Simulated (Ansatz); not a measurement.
# How settings move the G0W0 gap of LiCl (Fm-3m)

LiCl (started from an entry of an open crystallographic database), relaxed with r2SCAN; one-shot G0W0 in Ansatz without spin-orbit coupling. Spin-unpolarised throughout; all numbers are computed.

```yaml
crystal:
  lattice:
    - [0.00000, 2.55603, 2.55603]
    - [2.55603, 0.00000, 2.55603]
    - [2.55603, 2.55603, 0.00000]
  atoms:
    - { symbol: Li, position: [0.00000, 0.00000, 0.00000] }
    - { symbol: Cl, position: [0.50000, 0.50000, 0.50000] }
```

Gaps are read over the mesh points alone. G0W0 here is at a finite number of bands, screening cutoff and k mesh, not at the basis limit.
```json
{"start": "PBE", "potentials": "PAW", "frequency model": "contour deformation", "mesh": "4×4×4", "empty bands": "54", "screening cutoff (eV)": "80", "Kohn-Sham gap (eV)": "6.38", "G0W0 gap (eV)": "8.68", "rough cost": "3 core-seconds"}
{"start": "PBE", "potentials": "PAW", "frequency model": "contour deformation", "mesh": "4×4×4", "empty bands": "125", "screening cutoff (eV)": "140", "Kohn-Sham gap (eV)": "6.38", "G0W0 gap (eV)": "8.85", "rough cost": "10 core-seconds"}
{"start": "PBE", "potentials": "PAW", "frequency model": "contour deformation", "mesh": "4×4×4", "empty bands": "230", "screening cutoff (eV)": "210", "Kohn-Sham gap (eV)": "6.38", "G0W0 gap (eV)": "8.94", "rough cost": "30 core-seconds"}
{"start": "HSE06", "potentials": "PAW", "frequency model": "contour deformation", "mesh": "4×4×4", "empty bands": "125", "screening cutoff (eV)": "140", "Kohn-Sham gap (eV)": "7.79", "G0W0 gap (eV)": "9.49", "rough cost": "30 core-seconds"}
{"start": "LDA", "potentials": "PAW", "frequency model": "contour deformation", "mesh": "4×4×4", "empty bands": "125", "screening cutoff (eV)": "140", "Kohn-Sham gap (eV)": "6.04", "G0W0 gap (eV)": "8.68", "rough cost": "9 core-seconds"}
{"start": "r2SCAN", "potentials": "PAW", "frequency model": "contour deformation", "mesh": "4×4×4", "empty bands": "125", "screening cutoff (eV)": "140", "Kohn-Sham gap (eV)": "7.29", "G0W0 gap (eV)": "9.32", "rough cost": "12 core-seconds"}
{"start": "PBE", "potentials": "PAW", "frequency model": "Godby-Needs pole", "mesh": "4×4×4", "empty bands": "125", "screening cutoff (eV)": "140", "Kohn-Sham gap (eV)": "6.38", "G0W0 gap (eV)": "8.82", "rough cost": "13 core-seconds"}
{"start": "PBE", "potentials": "PAW", "frequency model": "contour deformation", "mesh": "6×6×6", "empty bands": "54", "screening cutoff (eV)": "80", "Kohn-Sham gap (eV)": "6.39", "G0W0 gap (eV)": "8.68", "rough cost": "16 core-seconds"}
{"start": "PBE", "potentials": "norm-conserving", "frequency model": "contour deformation", "mesh": "4×4×4", "empty bands": "125", "screening cutoff (eV)": "140", "Kohn-Sham gap (eV)": "6.38", "G0W0 gap (eV)": "8.86", "rough cost": "17 core-seconds"}
```

Over the mesh points the PBE gap of 6.38 eV becomes a quasiparticle gap of 8.94 eV (direct at Γ), a change of +2.56 eV. Renormalisation factors Z lie between 0.79 and 0.85.

Raising bands and cutoff together moves the gap by +0.17 eV (80 to 140 eV), then +0.09 eV (140 to 210 eV); the last step is still large, so the basis limit isn't reached. Starting from HSE06 (7.79 eV against PBE's 6.38 eV) gives 9.49 eV, +0.64 eV from G0W0@PBE at the same screening cutoff. Starting from LDA (6.04 eV against PBE's 6.38 eV) gives 8.68 eV, -0.17 eV from G0W0@PBE at the same screening cutoff. Starting from r2SCAN (7.29 eV against PBE's 6.38 eV) gives 9.32 eV, +0.47 eV from G0W0@PBE at the same screening cutoff. The Godby-Needs plasmon pole differs from contour deformation by -0.03 eV. A 6×6×6 mesh in place of 4×4×4 changes the opening over PBE by 0.00 eV (the gap on the mesh by 0.00 eV). Norm-conserving potentials (wave cutoff 1034 eV against 420 eV) shift the quasiparticle gap by +0.01 eV and the PBE gap by 0.00 eV. r2SCAN runs take a wave cutoff of 500 eV.
